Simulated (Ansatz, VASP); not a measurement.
## Two plane-wave programs on Li (a cell with a defect)

```
Li
1.0
     6.98000    0.00000    0.00000
     0.00000    6.98000    0.00000
     0.00000    0.00000    6.98000
Li
17
Direct
  0.99642 0.98777 0.99482
  0.49022 0.00314 0.01095
  0.97994 0.50712 0.97724
  0.10444 0.05772 0.42866
  0.23890 0.29033 0.20099
  0.51248 0.45606 0.02596
  0.49968 0.99475 0.49119
  0.76643 0.22827 0.25736
  0.99487 0.48969 0.49883
  0.25080 0.72914 0.23667
  0.25146 0.25022 0.75565
  0.49665 0.48050 0.48621
  0.75023 0.74183 0.24311
  0.75182 0.23821 0.74334
  0.25257 0.73664 0.74980
  0.65742 0.69419 0.80121
  0.88413 0.87007 0.60945
```

Alike in both runs: functional PBE; k mesh 3 × 3 × 3; occupations fermi-dirac, width 0.15 eV; no spin polarisation.

Ansatz relaxed the structure, and its values are those at the end. VASP's run is a single point on that final structure, the one shown.

|  | VASP | Ansatz |
| --- | --- | --- |
| version | VASP 6.6.1 | Ansatz 0.2.0 |
| potentials or method | VASP PAW PBE potentials, release 64 (Li_sv) | scalar-relativistic, plane waves, PAW |
| plane-wave cutoff (eV) | 520 | 420 |
| valence electrons in the cell | 51 | 51 |

Ansatz gave:

```
rms of the force components (eV/Å) : 0.004
```

Q: Estimate VASP's values.

A: rms of the force components (eV/Å): 0.005.

The functional is the same, so the differences come from potentials, cutoffs and numerics.
